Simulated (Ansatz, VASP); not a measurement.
# FeSi2 in VASP and in Ansatz

```
Fe Si
1.0
     2.67628    0.00000    0.00000
     0.00000    2.67628    0.00000
     0.00000    0.00000    5.10636
Fe Si
1 2
Direct
  0.00000 0.00000 0.00000
  0.50000 0.50000 0.27193
  0.50000 0.50000 0.72807
```

Alike in both runs: task single point; functional PBEsol; k mesh 16 × 16 × 8; occupations gaussian, width 0.1 eV; no spin polarisation.

```csv
,VASP,Ansatz
version,VASP 6.6.1,Ansatz 0.2.0
potentials or method,"VASP PAW PBE potentials, release 64 (Fe, Si)","scalar-relativistic, plane waves, PAW"
plane-wave cutoff (eV),520,420
valence electrons in the cell,16,24
```

VASP gave:

| Item | Value |
| --- | --- |
| gap on the k mesh at the Fermi level (eV) | none |
| pressure (GPa) | 0.3 |
| rms of the force components (eV/Å) | 0.009 |

Question: What did Ansatz give for the same quantities?

Answer: gap on the k mesh at the Fermi level (eV): none; pressure (GPa): 0.0; rms of the force components (eV/Å): 0.000.

Atom by atom the forces differ by 0.010 eV/Å (rms over components). A gap of «none» marks a metal or a gap that the smearing closes. With one functional, cell and mesh, what is left measures potentials, basis and numerics. The two sets of potentials don't hold the same shells in valence.

Caveats: the PAW data sets were made with another functional, which shifts forces and pressure a little (VASP). Spin polarisation is off, so any magnetic state and its effect on volume and gap are missing.
